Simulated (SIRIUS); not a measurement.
## Bi2Se3 (Paraguanajuatite): equation of state with PBEsol

The system is Bi2Se3 (Paraguanajuatite).

```
Bi Se
1.0
     2.07150    1.19598    9.54533
    -2.07150    1.19598    9.54533
     0.00000   -2.39196    9.54533
Bi Se
2 3
Direct
  0.59920 0.59920 0.59920
  0.40080 0.40080 0.40080
  0.78830 0.78830 0.78830
  0.21170 0.21170 0.21170
  0.00000 0.00000 0.00000
```

```
Program                                     : SIRIUS 7.12.0
Task                                        : equation of state
Functional                                  : PBEsol
Potentials or basis                         : all-electron FP-LAPW
Cutoff                                      : 167 eV
Basis                                       : apw+lo standard
k mesh                                      : 6 × 6 × 6
Occupations                                 : fermi-dirac, width 0.05 eV
Spin                                        : no spin polarisation
Muffin tin radii                            : Bi 2.65, Se 2.4 bohr
Basis cutoff (gk_cutoff)                    : 3.5 1/bohr
Cutoff of density and potential (pw_cutoff) : 20 1/bohr
lmax of the basis                           : 11
lmax of density and potential               : 8
Valence relativity                          : iora
Core states                                 : Bi 1s2s2p3s3p3d4s4p4d5s, Se 1s2s2p3s
Local orbitals (radial functions)           : Bi 17, Se 13
Smallest sphere radius times basis cutoff   : 8.4
```

- Equilibrium volume: 28.23 Å³/atom
- Bulk modulus at fixed shape and positions: 64 GPa
- Pressure derivative of the bulk modulus: 4.0 (rough: it moves with the points fitted)

Energy against volume, from the lowest point:
```tsv
volume (Å³/atom)	energy (meV/atom)
26.675	18.69
27.243	7.18
27.810	1.20
28.378	0.00
28.946	3.34
```

All runs of the series together: 80 min on 2 threads of Intel(R) Xeon(R) Processor @ 2.50GHz (Skylake/Cascade Lake), on a shared host.

Caveat: the cell was scaled at fixed shape and fractional positions, which overstates the stiffness of a crystal with free parameters, most of all of layers and chains.
